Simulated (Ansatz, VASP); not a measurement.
# Two plane-wave programs on Cs

```
CELL_PARAMETERS angstrom
-3.07717 3.07717 3.07717
3.07717 -3.07717 3.07717
3.07717 3.07717 -3.07717
ATOMIC_POSITIONS crystal
Cs 0.00000 0.00000 0.00000
```

Alike in both runs: task single point; functional PBE; k mesh 7 × 7 × 7; occupations fermi-dirac, width 1 eV; no spin polarisation.

|  | VASP | Ansatz |
| --- | --- | --- |
| version | VASP 6.6.1 | Ansatz 0.2.0 |
| potentials or method | VASP PAW PBE potentials, release 64 (Cs_sv) | plane waves (420 eV) with PAW, scalar-relativistic |
| plane-wave cutoff (eV) | 520 | 420 |
| valence electrons in the cell | 9 | 9 |

|  | VASP | Ansatz | Ansatz less VASP |
| --- | --- | --- | --- |
| pressure (GPa) | 0.4 | 0.5 | +0.06 |

The functional is the same, so the differences come from potentials, cutoffs and numerics.

Spin-orbit coupling is left out, which matters for the levels of Cs.
